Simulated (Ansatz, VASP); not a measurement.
# Pb: VASP beside Ansatz

INCAR

```
SYSTEM = Pb
PREC = Accurate ; ENCUT = 520
EDIFF = 1E-6 ; ISMEAR = 0
SIGMA = 0.1 ; LREAL = .FALSE.
LASPH = .TRUE. ; NELM = 60
ALGO = Normal ; ISIF = 2
LWAVE = .FALSE. ; LCHARG = .FALSE.
GGA = PS ; NBANDS = 13
```

Contents of KPOINTS:

```
Automatic mesh
0
G
  6 6 6
  0 0 0
```

The input POSCAR:

```
Pb
1.0
    0.0000000000      2.4674785437      2.4674785437
    2.4674785437      0.0000000000      2.4674785437
    2.4674785437      2.4674785437      0.0000000000
Pb
1
Direct
    0.0000000000      0.0000000000      0.0000000000
```

Input for Ansatz:

```yaml
crystal:
  lattice:
    - [0.0, 2.4674785437, 2.4674785437]
    - [2.4674785437, 0.0, 2.4674785437]
    - [2.4674785437, 2.4674785437, 0.0]
  atoms:
    - { symbol: Pb, position: [0.0, 0.0, 0.0] }
basis:
  ecutwfc: 420
kpoints:
  mp_grid: { grid: [6, 6, 6] }
hamiltonian:
  xc: pbesol
  pseudopotentials: { kind: paw, azcp: { folder: soft_1 } }
scf:
  occupations: { method: gaussian, width: 0.1 }
output:
  forces: true
  stress: true
  eigenvalues: true
```

Alike in both runs: task single point; functional PBEsol; k mesh 6 × 6 × 6; occupations gaussian, width 0.1 eV; no spin polarisation.

```csv
,VASP,Ansatz
version,VASP 6.6.1,Ansatz 0.2.0
potentials or method,"VASP PAW PBE potentials, release 64 (Pb_d)","scalar-relativistic, plane waves, PAW"
plane-wave cutoff (eV),520,420
valence electrons in the cell,14,14
```

|  | VASP | Ansatz | Ansatz less VASP |
| --- | --- | --- | --- |
| gap on the k mesh at the Fermi level (eV) | none | none | - |
| pressure (GPa) | 0.8 | 0.9 | +0.09 |

A gap of «none» marks a metal or a gap that the smearing closes. Ansatz warned: «pseudo_functional_mismatch».

Caveats: the k mesh is coarse (spacing up to 0.37 Å⁻¹), so the values aren't converged; the PAW data sets were made with another functional, which shifts forces and pressure a little (VASP). Spin-orbit coupling is left out, which matters for the levels of Pb.
